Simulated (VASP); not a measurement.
**C: band structure with PBE+D3(BJ)**

Slab: C, a slab with vacuum.

```
C
1.0
     2.46607    0.00000    0.00000
    -1.23304    2.13568    0.00000
     0.00000    0.00000   18.03395
C
2
Direct
  0.00000 0.00000 0.50000
  0.66667 0.33333 0.50000
```

The slab is cut from a database's or a generator's crystal, which needn't be the stable form of the element.

- Program: VASP 6.6.1
- Task: band structure
- Functional: PBE
- Dispersion: D3(BJ)
- Potentials or basis: VASP PAW PBE potentials, release 64 (C)
- Cutoff: 520 eV
- k mesh: 9 × 9 × 1
- Occupations: gaussian, width 0.03 eV
- Spin: no spin polarisation
- Dipole correction: yes
- Further INCAR settings: ALGO = Fast; EDIFF = 1e-06; NBANDS = 11

| Quantity | Value |
| --- | --- |
| Band gap along the path | none (metal or under the smearing width) |
| Dispersion energy per atom | -0.089 eV |
| Work function of the upper face | 4.25 eV |
| Work function of the lower face | 4.25 eV |

Levels at points of the mesh, in eV from the Fermi level:
```csv
k point,band 1,band 2,band 3,band 4,band 5,band 6,band 7,band 8
"(0.00, 0.00, 0.00)",-19.52,-7.62,-3.05,-3.05,3.26,4.08,4.48,5.68
```

Run time: 13 s on 2 MPI ranks on Intel(R) Xeon(R) Platinum 8259CL CPU @ 2.50GHz (Skylake/Cascade Lake) (shared host), peak memory 0.2 GiB a rank.
